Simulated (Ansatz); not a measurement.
# LiF: the cost of one run

Program: Ansatz 0.2.0. Level of theory: DFT PBE, scalar-relativistic, plane waves, PAW. These are calculated values, not measurements.

### Step 1. The starting structure

The structure is triclinic, space group P1 (No. 1). The conventional cell has a = 3.338 Å, b = 3.338 Å, c = 4.908 Å, α = 90.00°, β = 90.00°, γ = 120.00°. Around Li (site symmetry 1) lie 4 F at 1.81 to 1.90 Å and 1 Li at 1.81 Å. Around Li (site symmetry 1) lie 1 Li at 1.72 Å and 4 F at 1.72 to 1.83 Å. Li (site symmetry 1) has 3 F at 1.72 to 1.83 Å and 2 Li at 1.72 to 1.81 Å as nearest neighbours. F (site symmetry 1) is surrounded by 3 Li at 1.81 to 1.90 Å and 1 F at 1.81 Å. F (site symmetry 1) is surrounded by 4 Li at 1.81 to 1.90 Å. Around F (site symmetry 1) lie 4 Li at 1.72 to 1.83 Å.

Structure file:

```cif
data_structure
_symmetry_space_group_name_H-M 'P 1'
_symmetry_Int_Tables_number 1
_cell_length_a 3.3382
_cell_length_b 3.3382
_cell_length_c 4.9080
_cell_angle_alpha 90.000
_cell_angle_beta 90.000
_cell_angle_gamma 120.000
_cell_volume 47.37
loop_
_atom_site_label
_atom_site_type_symbol
_atom_site_fract_x
_atom_site_fract_y
_atom_site_fract_z
_atom_site_occupancy
Li1 Li 0.49867 0.83589 0.67382 1
Li2 Li 0.57438 0.24546 0.23459 1
Li3 Li 0.75454 0.32892 0.90125 1
F1 F 0.16411 0.66278 0.34048 1
F2 F 0.33722 0.50133 0.00715 1
F3 F 0.67108 0.42562 0.56792 1
```

A structure generator made this guess: 5-connected net, two elements spread over the vertices (P1, No. 1). The dimensions are guesses.

### Step 2. Probe: one point on a coarse mesh

Contents of input.yaml:

```yaml
crystal:
  lattice:
    - [3.33819307, 0.0, 0.0]
    - [-1.66909653, 2.89096, 0.0]
    - [0.0, 0.0, 4.90801027]
  atoms:
    - { symbol: Li, position: [0.4986685, 0.83588594, 0.67381701] }
    - { symbol: Li, position: [0.57438022, 0.24546047, 0.23458661] }
    - { symbol: Li, position: [0.75453953, 0.32891976, 0.90125328] }
    - { symbol: F, position: [0.16411406, 0.66278256, 0.34048367] }
    - { symbol: F, position: [0.33721744, 0.5013315, 0.00715034] }
    - { symbol: F, position: [0.67108024, 0.42561978, 0.56791995] }
basis:
  ecutwfc: 420
kpoints:
  mp_grid: { grid: [6, 6, 4] }
hamiltonian:
  xc: pbe
scf:
  occupations: { method: gaussian, width: 0.1 }
  lower_state_search: "off"
output:
  forces: true
  stress: true
  eigenvalues: true
```

Started as:

```console
ansatz run input.yaml --threads 1 --pin off --max-ram 2560MiB --backend cpu --events-out ev --progress --plain --runs-dir out
```

**Question.** How long does this run take on 1 thread of Arm Neoverse V1, shared host, and how much memory does it need?

About 6.4 s, with a peak of 0.34 GiB.
